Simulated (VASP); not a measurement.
# CdS (Hawleyite) (F-43m) in VASP: notebook, part 2 of 3

VASP 6.6.1.

### 4 G0W0 quasiparticle levels, PBE

POSCAR reads:

```
CdS
1.0
    0.0000000000      2.9165000000      2.9165000000
    2.9165000000      0.0000000000      2.9165000000
    2.9165000000      2.9165000000      0.0000000000
Cd S
1 1
Direct
    0.0000000000      0.0000000000      0.0000000000
    0.7500000000      0.7500000000      0.7500000000
```

INCAR.step1 reads:

```
SYSTEM = CdS
PREC = Accurate
ENCUT = 450
EDIFF = 1E-8
ISMEAR = 0
SIGMA = 0.01
LREAL = .False.
LASPH = .True.
NELM = 60
ALGO = Fast
LWAVE = .True.
LCHARG = .False.
GGA = PE
```

INCAR.step2 reads:

```
SYSTEM = CdS
PREC = Accurate
ENCUT = 450
EDIFF = 1E-8
ISMEAR = 0
SIGMA = 0.01
LREAL = .False.
LASPH = .True.
NELM = 1
ALGO = Exact
LWAVE = .True.
LCHARG = .False.
GGA = PE
NBANDS = 68
LOPTICS = .True.
ISTART = 1
```

INCAR.step3 reads:

```
SYSTEM = CdS
PREC = Accurate
ENCUT = 450
EDIFF = 1E-8
ISMEAR = 0
SIGMA = 0.01
LREAL = .False.
LASPH = .True.
ALGO = EVGW0
LWAVE = .False.
LCHARG = .False.
GGA = PE
NELMGW = 1
NBANDS = 68
ENCUTGW = 150
NOMEGA = 48
PRECFOCK = Fast
ISTART = 1
NBANDSGW = 17
```

KPOINTS reads:

```
Automatic mesh
0
Gamma
  4 4 4
  0 0 0
```

Potentials or basis: VASP PAW PBE potentials, release 64 (Cd_GW, S_GW).

Started as:

```sh
> cat potpaw_PBE.64/Cd_GW/POTCAR potpaw_PBE.64/S_GW/POTCAR > POTCAR
> cp INCAR.step1 INCAR
> mpirun -np 1 vasp_std > vasp.out
> cp INCAR.step2 INCAR
> mpirun -np 1 vasp_std > vasp.out
> cp INCAR.step3 INCAR
> mpirun -np 1 vasp_std > vasp.out
```

OUTCAR:

```text
SYSTEM = CdS
   PREC = Accurate
   ENCUT = 450
   EDIFF = 1E-8
   ISMEAR = 0
   LREAL = .False.
   LASPH = .True.
   GGA = PE
   NELMGW = 1
   ENCUTGW = 150
   PRECFOCK = Fast
   ISTART = 1

 Found      8 irreducible k-points:

 Following reciprocal coordinates:
            Coordinates               Weight
  0.000000  0.000000  0.000000      1.000000
  0.250000  0.000000  0.000000      8.000000
  0.500000  0.000000  0.000000      4.000000
[... 60 lines left out ...]
   LRPAFORCE           =     F    calculate RPA forces
   ENCUTGW             = 150.0    cutoff for response function in eV
   ENCUTGWSOFT         = 120.0    soft cutoff for Coulomb kernel in GW response function in eV
   ENCUTLF             =  -1.0    cutoff for local field effects
   NELMGW              =     1    number of iterations in solving QP/BSE equation
   NELMHF              =     1    number of iterations in the inner HF iteration
   NKREDLFX            =     1    NKREDLFY  =   1   NKREDLFZ  =   1
 non-spin polarized calculation
 Gauss-broadening in eV      SIGMA  =   0.01
  energy-cutoff  :      450.00
  volume of cell :       49.62
 maximum number of plane-waves:      1090
 NGX is ok and might be reduce to    30
  NGX = 16; NGY = 16; NGZ = 16
   NGX = 15   NGY = 15   NGZ = 15
 maximum number of plane-waves:       211

 QP shifts <psi_nk| G(iteration)W_0 |psi_nk>: iteration 1
 for sc-GW calculations column KS-energies equals QP-energies in previous step
 and V_xc(KS)=  KS-energies - (<T + V_ion + V_H > + <T+V_H+V_ion>^1  + <V_x>^1)

 k-point   1 :       0.0000    0.0000    0.0000
  band No.  KS-energies  QP-energies   sigma(KS)   V_xc(KS)     V^pw_x(r,r')   Z            occupation Imag(sigma)

      1      -9.6917      -9.9377     -13.4043     -12.9991     -20.9180       0.6072       2.0000       1.0835
      2      -5.0717      -6.3705     -17.0549     -15.1662     -22.9053       0.6877       2.0000       0.3237
      3      -5.0717      -6.3705     -17.0549     -15.1662     -22.9053       0.6877       2.0000       0.3237
      4      -5.0717      -6.3705     -17.0549     -15.1662     -22.9053       0.6877       2.0000       0.3237
      5      -4.5942      -5.9894     -17.5001     -15.4980     -23.2327       0.6968       2.0000       0.2971
      6      -4.5942      -5.9894     -17.5001     -15.4980     -23.2327       0.6968       2.0000       0.2971
[... 102 lines left out ...]
      4      -4.6186      -5.9939     -17.3288     -15.3541     -23.0574       0.6964       2.0000       0.3018
      5      -4.6055      -6.0013     -17.4701     -15.4688     -23.2069       0.6974       2.0000       0.2931
      6      -4.3412      -5.6178     -17.1647     -15.3303     -22.8768       0.6959       2.0000       0.3167
[... 9 lines left out ...]
     16      15.8119      16.5450      -9.9124     -10.9130      -4.4878       0.7327       0.0000      -0.4653
     17      16.8097      17.1680      -8.2199      -8.6890      -2.9598       0.7637       0.0000      -0.5427

 [... further k-points ...]
```

OUTCAR.step2:

```text
SYSTEM = CdS
   PREC = Accurate
   ENCUT = 450
   EDIFF = 1E-8
[... 592 lines left out ...]
  --------------------------------------------------------------------------------------------------------------
     0.00000    11.39290    11.39290    11.39290     0.00000     0.00000     0.00000
     0.85925    16.66039    16.66039    16.66039     0.00000     0.00000     0.00000
     1.71851     4.04307     4.04307     4.04307    -0.00000     0.00000     0.00000
     2.57776     9.07788     9.07788     9.07788    -0.00000     0.00000     0.00000
     3.43702     1.67588     1.67588     1.67588     0.00000    -0.00000     0.00000
     4.29627     5.73158     5.73158     5.73158     0.00000     0.00000     0.00000
[... 92 lines left out ...]
    84.20698     0.90454     0.90454     0.90454    -0.00000    -0.00000    -0.00000
    85.06623     0.90707     0.90707     0.90707    -0.00000    -0.00000    -0.00000
```

It took 94 s on 1 thread of AMD EPYC 9R45 (Zen 5), shared host; peak memory 0.37 GiB.

The run converged, but some of its settings lie outside the range that counts as converged, so its numbers aren't taken as properties of the crystal.

What came out:

| Quantity | Value |
| --- | --- |
| Band gap on the k mesh, mean-field level | 1.13 eV, direct |
| Quasiparticle gap | 1.87 eV |
| Least direct quasiparticle gap | 1.87 eV |

Caveat: the k mesh is coarse (spacing up to 0.47 Å⁻¹), so the values aren't converged; bands, screening cutoff and mesh are small and nothing is extrapolated, so the quasiparticle values aren't converged.

### 5 G0W0 quasiparticle levels, PBE

POSCAR is that of step 4.

INCAR.step1 is that of step 4.

Edit INCAR.step2 of step 4 so:

```diff
@@ -13,3 +13,3 @@
 GGA = PE
-NBANDS = 68
+NBANDS = 128
 LOPTICS = .True.
```

Edit INCAR.step3 of step 4 so:

```diff
@@ -13,4 +13,4 @@
 NELMGW = 1
-NBANDS = 68
-ENCUTGW = 150
+NBANDS = 128
+ENCUTGW = 260
 NOMEGA = 48
```

KPOINTS reads:

```
Automatic mesh
0
Gamma
  3 3 3
  0 0 0
```

Potentials or basis: VASP PAW PBE potentials, release 64 (Cd_GW, S_GW).

Started as:

```sh
> cat potpaw_PBE.64/Cd_GW/POTCAR potpaw_PBE.64/S_GW/POTCAR > POTCAR
> cp INCAR.step1 INCAR
> mpirun -np 1 vasp_std > vasp.out
> cp INCAR.step2 INCAR
> mpirun -np 1 vasp_std > vasp.out
> cp INCAR.step3 INCAR
> mpirun -np 1 vasp_std > vasp.out
```

OUTCAR:

```text
SYSTEM = CdS
   PREC = Accurate
   ENCUT = 450
   EDIFF = 1E-8
   ISMEAR = 0
   LREAL = .False.
   LASPH = .True.
   GGA = PE
   NELMGW = 1
   ENCUTGW = 260
   PRECFOCK = Fast
   ISTART = 1

 Found      4 irreducible k-points:

 Following reciprocal coordinates:
            Coordinates               Weight
  0.000000  0.000000  0.000000      1.000000
  0.333333  0.000000  0.000000      8.000000
  0.333333  0.333333  0.000000      6.000000
 -0.333333  0.333333  0.000000     12.000000
   k-points           NKPTS =      4   k-points in BZ     NKDIM =     27   number of bands    NBANDS=    128
   number of dos      NEDOS =    301   number of ions     NIONS =      2
   total plane-waves  NPLWV =  27000
   dimension x,y,z NGX =    30 NGY =   30 NGZ =   30
   dimension x,y,z NGXF=    60 NGYF=   60 NGZF=   60
   ions per type =               1   1
   NGX,Y,Z   is equivalent  to a cutoff of  12.09, 12.09, 12.09 a.u.
   NGXF,Y,Z  is equivalent  to a cutoff of  24.18, 24.18, 24.18 a.u.
 SYSTEM =  CdS
   PREC   = accura    normal or accurate (medium, high low for compatibility)
   ISTART =      1    job   : 0-new  1-cont  2-samecut
   ICHARG =      0    charge: 1-file 2-atom 10-const
   ISPIN  =      1    spin polarized calculation?
   LNONCOLLINEAR =      F non collinear calculations
   LSORBIT =      F    spin-orbit coupling
   LASPH  =      T    aspherical Exc in radial PAW
   ENCUT  =  450.0 eV  33.07 Ry    5.75 a.u.   7.13  7.13  7.13*2*pi/ulx,y,z
   NELM   =     60;   NELMIN=  2; NELMDL=  0     # of ELM steps
   EDIFF  = 0.1E-07   stopping-criterion for ELM
   LREAL  =      F    real-space projection
   EDIFFG = 0.1E-06   stopping-criterion for IOM
   NSW    =      0    number of steps for IOM
   IBRION =     -1    ionic relax: 0-MD 1-quasi-New 2-CG
   NFREE  =      0    steps in history (QN), initial steepest desc. (CG)
   ISIF   =      0    stress and relaxation
   ISYM   =      3    0-nonsym 1-usesym 2-fastsym
   POTIM  = 0.5000    time-step for ionic-motion
   TEBEG  =    0.0;   TEEND  =   0.0 temperature during run
   PSTRESS=    0.0 pullay stress
   NELECT =      18.0000    total number of electrons
   NUPDOWN=      -1.0000    fix difference up-down
   EMIN   =  10.00;   EMAX   =-10.00  energy-range for DOS
   EFERMI =   0.00;   METHOD = LEGACY
   ISMEAR =     0;   SIGMA  =   0.01  broadening in eV -4-tet -1-fermi 0-gaus
   EFERMI_NEDOS =   21; number of points for ismear=-14 and -15
   IALGO  =     38    algorithm
   IMIX   =      4    mixing-type and parameters
     AMIX     =   0.40;   BMIX     =  1.00
     AMIX_MAG =   1.60;   BMIX_MAG =  1.00
  volume/ion in A,a.u.               =      24.81       167.41
  Fermi-wavevector in a.u.,A,eV,Ry     =   1.167599  2.206442 18.548649  1.363287
  Thomas-Fermi vector in A             =   2.304097
   LORBIT       =      0    0 simple, 1 ext, 2 COOP (PROOUT), +10 PAW based schemes
   GGA     = PE    functional components
   LHFCALC =     T    Hartree Fock is set to
   PRECFOCK=fast      Normal, Fast or Accurate (Low or Medium for compatibility)
   ENCUT4O =  -1.0   cutoff for four orbital integrals eV
   NKREDX  =     1    reduce k-point grid by
   NKREDY  =     1    reduce k-point grid by
   NKREDZ  =     1    reduce k-point grid by
   AEXX    =    1.0000 exact exchange contribution
   HFSCREEN=    0.0000 screening length (either q_TF or 0.3 A-1)
   HFSCREENC=   0.0000 screening length for correlation (either q_TF or 0.3 A-1)
   ENCUTFOCK=  -1.0 apply spherical cutoff to Coloumb kernel
   IVDW    =     0    specifies the selected vdW correction
   LEPSILON=     F    determine dielectric tensor
   LRPA    =     F    only Hartree local field effects (RPA)
   LRPAFORCE           =     F    calculate RPA forces
   ENCUTGW             = 260.0    cutoff for response function in eV
   ENCUTGWSOFT         = 208.0    soft cutoff for Coulomb kernel in GW response function in eV
   ENCUTLF             =  -1.0    cutoff for local field effects
   NELMGW              =     1    number of iterations in solving QP/BSE equation
   NELMHF              =     1    number of iterations in the inner HF iteration
   NKREDLFX            =     1    NKREDLFY  =   1   NKREDLFZ  =   1
 non-spin polarized calculation
 Gauss-broadening in eV      SIGMA  =   0.01
  energy-cutoff  :      450.00
  volume of cell :       49.62
 maximum number of plane-waves:      1089
 NGX is ok and might be reduce to    30
  NGX = 16; NGY = 16; NGZ = 16
   NGX = 15   NGY = 15   NGZ = 15
 maximum number of plane-waves:       474

 QP shifts <psi_nk| G(iteration)W_0 |psi_nk>: iteration 1
 for sc-GW calculations column KS-energies equals QP-energies in previous step
 and V_xc(KS)=  KS-energies - (<T + V_ion + V_H > + <T+V_H+V_ion>^1  + <V_x>^1)

 k-point   1 :       0.0000    0.0000    0.0000
  band No.  KS-energies  QP-energies   sigma(KS)   V_xc(KS)     V^pw_x(r,r')   Z            occupation Imag(sigma)

      1      -9.6269     -10.0514     -13.6661     -12.9919     -20.9027       0.6296       2.0000       1.1688
      2      -5.0685      -6.7724     -17.6530     -15.1711     -22.9361       0.6866       2.0000       0.4196
      3      -5.0685      -6.7724     -17.6530     -15.1711     -22.9361       0.6866       2.0000       0.4196
      4      -5.0685      -6.7724     -17.6530     -15.1711     -22.9361       0.6866       2.0000       0.4196
      5      -4.5977      -6.4111     -18.1052     -15.4965     -23.2435       0.6951       2.0000       0.3789
      6      -4.5977      -6.4111     -18.1052     -15.4965     -23.2435       0.6951       2.0000       0.3789
[... 9 lines left out ...]
     16      14.1407      14.0415      -8.0238      -7.8901      -2.3983       0.7423       0.0000      -0.3532
     17      15.9596      15.7988      -7.4313      -7.2158      -2.1079       0.7463       0.0000      -0.4518

 k-point   2 :       0.3333    0.0000    0.0000
  band No.  KS-energies  QP-energies   sigma(KS)   V_xc(KS)     V^pw_x(r,r')   Z            occupation Imag(sigma)

      1      -9.3038      -9.7571     -14.1465     -13.4192     -21.2667       0.6232       2.0000       1.0857
      2      -4.9704      -6.6930     -17.7467     -15.2476     -23.0091       0.6893       2.0000       0.4184
      3      -4.9704      -6.6930     -17.7467     -15.2476     -23.0091       0.6893       2.0000       0.4184
      4      -4.5972      -6.2690     -17.4609     -15.0458     -22.6117       0.6922       2.0000       0.4247
      5      -4.5808      -6.3975     -18.1255     -15.5181     -23.2755       0.6968       2.0000       0.3823
      6      -4.5808      -6.3975     -18.1255     -15.5181     -23.2755       0.6968       2.0000       0.3823
[... 9 lines left out ...]
     16      13.7010      14.0060      -9.5975     -10.0127      -4.4381       0.7348       0.0000      -0.2492
     17      18.3220      18.6675      -9.8226     -10.2802      -3.6687       0.7552       0.0000      -0.7485

 k-point   3 :       0.3333    0.3333    0.0000
  band No.  KS-energies  QP-energies   sigma(KS)   V_xc(KS)     V^pw_x(r,r')   Z            occupation Imag(sigma)

      1      -9.2013      -9.6726     -14.3122     -13.5610     -21.3927       0.6274       2.0000       1.0596
      2      -4.8463      -6.5588     -17.3882     -14.9178     -22.5268       0.6932       2.0000       0.4046
      3      -4.8209      -6.5698     -17.9370     -15.4116     -23.1892       0.6925       2.0000       0.4207
      4      -4.8209      -6.5698     -17.9370     -15.4116     -23.1892       0.6925       2.0000       0.4207
      5      -4.5328      -6.3583     -18.1808     -15.5677     -23.3312       0.6986       2.0000       0.3802
      6      -4.4827      -6.1960     -17.6834     -15.2177     -22.8133       0.6949       2.0000       0.4066
[... 9 lines left out ...]
     16      18.0285      18.0361      -8.1549      -8.1650      -2.5435       0.7544       0.0000      -0.5801
     17      18.1520      18.5683     -10.4425     -11.0075      -4.2656       0.7369       0.0000      -0.7113

 k-point   4 :      -0.3333    0.3333    0.0000
  band No.  KS-energies  QP-energies   sigma(KS)   V_xc(KS)     V^pw_x(r,r')   Z            occupation Imag(sigma)

      1      -9.0987      -9.5928     -14.5078     -13.7259     -21.5520       0.6319       2.0000       1.0338
      2      -4.8900      -6.6309     -17.7177     -15.2039     -22.9342       0.6925       2.0000       0.4141
      3      -4.8170      -6.5656     -17.9400     -15.4169     -23.1912       0.6931       2.0000       0.4190
      4      -4.6469      -6.4552     -18.0184     -15.4192     -23.1758       0.6957       2.0000       0.3908
      5      -4.5751      -6.3947     -18.1161     -15.5087     -23.2673       0.6979       2.0000       0.3823
      6      -4.0335      -5.7121     -18.0085     -15.5959     -23.1416       0.6958       2.0000       0.4153
[... 9 lines left out ...]
     16      17.1131      17.4212      -9.7417     -10.1620      -3.8311       0.7332       0.0000      -0.5461
     17      17.7266      18.1612     -10.4374     -11.0243      -4.1776       0.7405       0.0000      -0.7163
```

Wall time 74 s (1 thread of AMD EPYC 9R45 (Zen 5), shared host); peak memory 0.52 GiB.

These settings aren't checked as converged: the numbers below hold their error.

Results:

| Item | Value |
| --- | --- |
| Band gap on the k mesh, mean-field level | 1.10 eV, direct |
| Quasiparticle gap | 1.83 eV |
| Least direct quasiparticle gap | 1.83 eV |

Caveat: the k mesh is coarse (spacing up to 0.62 Å⁻¹), so the values aren't converged; bands, screening cutoff and mesh are small and nothing is extrapolated, so the quasiparticle values aren't converged.

(Part 2 of 3 ends here.)
